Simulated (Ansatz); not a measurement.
This Ansatz 0.2.0 run on TiAl3 needs a look.

File input.yaml:

```yaml
crystal:
  lattice:
    - [-1.9111067713, 1.9111067713, 4.2806687947]
    - [1.9111067713, -1.9111067713, 4.2806687947]
    - [1.9111067713, 1.9111067713, -4.2806687947]
  atoms:
    - { symbol: Ti, position: [0.0, 0.0, 0.0] }
    - { symbol: Al, position: [0.25, 0.75, 0.5] }
    - { symbol: Al, position: [0.75, 0.25, 0.5] }
    - { symbol: Al, position: [0.5, 0.5, 0.0] }
hamiltonian:
  xc: lda
  pseudopotentials: { kind: paw }
kpoints:
  mp_grid: { grid: [1, 1, 1] }
scf:
  occupations: { method: fermi_dirac, width: 0.05 }
  max_iter: 50
output:
  forces: true
  stress: true
  eigenvalues: true
relax:
  f_tol: 0.01
  max_steps: 40
  cell: { stress_tol: 0.05 }
```

Potentials or basis: Ansatz PAW.

The run is started by

```sh
$ ansatz run input.yaml --threads 2 --pin off --max-ram 5632MiB --backend cpu --events-out ev --progress --plain --runs-dir out
```

Output:

```text
Warning: RAYON_NUM_THREADS=2 ignored (pool sized by the plan → 2); use --threads N
The last accepted step is kept in <dir> (removed where the run ends without a failure and the disk answers)
Engine: ansatz 0.2.0, aarch64-unknown-linux-gnu
Pseudopotentials: kind: paw
Pseudopotential: Ti, paw, valence charge 12, recommended cutoff 420 eV (normal), Ti.paw.azcp
Pseudopotential: Al, paw, valence charge 3, recommended cutoff 420 eV (normal), Al.paw.azcp
Functional definition: SPW92
  exchange = slater_x
  correlation = pw_c
Crystal: 4 atoms, lattice volume = 62.538 Å³
Basis set: ecut = 420 eV, 1203 PW (Γ)
Bands: 15, of which v1, the nominal top of the filled ones, is band 11 counted from 1 (10 counted from 0)
Symmetry: 16 space group operations
Space group: I4/mmm (ITA 139), of the structure as read, at distance tolerance 4.0e-5 Å
k-points: 1
Non-local potential: Ti, projectors of the file, l = 0: 3, l = 1: 2, l = 2: 3, l = 3: 1
Non-local potential: Al, projectors of the file, l = 0: 2, l = 1: 2, l = 2: 1
PAW form: soft (Blöchl's): semilocal exchange-correlation on the pseudo side does not see the compensation charge
[... 145 lines left out ...]
  E_aug_tail   = 0.000092  (compensation charges beyond the density's cutoff)
  E_ewald      = -1169.212707
  E_core_change = 0.493100  (= ΣΔE_core)
  E_smearing   = -0.103135  (= −TS)
  E_closure    = -0.000000  (closes the sum)
  Σ components = -3984.071085   (vs F -3984.071085, Δ=0.00e0)
--- Forces (eV/Å), atoms counted from 1 ---
  atom   1  Ti     0.00000000     0.00000000     0.00000000
  atom   2  Al    -0.00000000     0.00000000     0.00000000
  atom   3  Al     0.00000000     0.00000000    -0.00000000
  atom   4  Al    -0.00000000     0.00000000     0.00000000
  max |Σ_I F_I| component: 1.15e-26 eV/Å
--- Stress (GPa, compression-positive) ---
        0.003091      -0.000000      -0.000000
       -0.000000       0.003091      -0.000000
       -0.000000      -0.000000      -0.001895
  P = ⅓ Tr σ = 0.0014 GPa (0.014 kbar)
[... 2 lines left out ...]
--- Relaxed structure (6 steps of the walk, 6 accepted, 2 SCFs on fresh bases) ---
  F+E_penalty+E_count = -3984.07108521 eV   max|allowed force component| = 4.143e-25 eV/Å   (the final SCF, on the basis selected at the relaxed cell)
  cell:  # Å, volume = 60.2211 Å³
    - [-1.8017721502238342, 1.8017721502238342, 4.637552295413966]
    - [1.8017721502238342, -1.8017721502238342, 4.637552295413966]
    - [1.8017721502238342, 1.8017721502238342, -4.637552295413966]
  atoms:
    - { symbol: Ti, position: [-2.8321499054778064e-36, 1.8917078872368056e-36, 3.93654816059551e-36] }
    - { symbol: Al, position: [0.25, 0.75, 0.49999999999999994] }
    - { symbol: Al, position: [0.75, 0.25, 0.49999999999999994] }
    - { symbol: Al, position: [0.5, 0.5, -4.240285504348695e-35] }
```

Diagnose the run.

Self-consistency was reached. The input holds a flaw that was put in on purpose: one k-point for a small cell (kpoints.mp_grid.grid = 1 × 1 × 1). The program doesn't stop on it, so the numbers can't be trusted though the run ends normally.
